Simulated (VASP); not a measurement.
Re: density of states with PBE

Crystal: Re.

```
Re
1.0
     0.00000    1.95767    1.95767
     1.95767    0.00000    1.95767
     1.95767    1.95767    0.00000
Re
1
Direct
  0.00000 0.00000 0.00000
```

The cell was built by a generator and needn't be a form met in nature.

```yaml
Program: VASP 6.6.1
Task: density of states
Functional: PBE
Potentials_or_basis: VASP PAW PBE potentials, release 64 (Re)
Cutoff: 520 eV
k_mesh: 18 × 18 × 18
Occupations: gaussian, width 0.05 eV
Spin: no spin polarisation
Dipole_correction: no
k_mesh_for_the_DOS: 27 × 27 × 27
Occupations_for_the_DOS: tetrahedron
Further_INCAR_settings: ALGO = Normal; EDIFF = 1e-07; NBANDS = 10
```

```
Valence electrons inside the program's atomic spheres : Re 6.08
```

Levels at points of the mesh, in eV from the Fermi level:
| k point | band 1 | band 2 | band 3 | band 4 | band 5 | band 6 | band 7 | band 8 |
| --- | --- | --- | --- | --- | --- | --- | --- | --- |
| (0.00, 0.00, 0.00) | -10.01 | -1.88 | -1.88 | -1.88 | 1.21 | 1.21 | 13.88 | 19.43 |

States per cell in windows of 1 eV (zero at the Fermi level; states under -8 eV left out):
| from (eV) | total | Re1_d | Re1_p | Re1_s |
| --- | --- | --- | --- | --- |
| -8.0 | 0.15 | 0.01 | 0.02 | 0.08 |
| -7.0 | 0.56 | 0.24 | 0.04 | 0.18 |
| -6.0 | 0.98 | 0.62 | 0.06 | 0.15 |
| -5.0 | 0.88 | 0.65 | 0.07 | 0.04 |
| -4.0 | 0.97 | 0.72 | 0.10 | 0.01 |
| -3.0 | 1.22 | 0.89 | 0.15 | 0.03 |
| -2.0 | 1.31 | 1.02 | 0.13 | 0.03 |
| -1.0 | 0.80 | 0.63 | 0.08 | 0.01 |
| 0.0 | 0.97 | 0.82 | 0.06 | 0.01 |
| 1.0 | 0.71 | 0.62 | 0.04 | 0.01 |
| 2.0 | 0.75 | 0.67 | 0.03 | 0.00 |
| 3.0 | 1.09 | 1.01 | 0.03 | 0.01 |
| 4.0 | 0.44 | 0.38 | 0.04 | 0.01 |
| 5.0 | 0.31 | 0.21 | 0.05 | 0.02 |
| 6.0 | 0.34 | 0.18 | 0.07 | 0.05 |
| 7.0 | 0.26 | 0.10 | 0.07 | 0.05 |

Run time: 44 s on 1 thread of Intel(R) Xeon(R) 6975P-C (Granite Rapids), on a shared host, peak memory 0.2 GiB.

 Spin-orbit coupling is left out, which matters for the levels of Re.
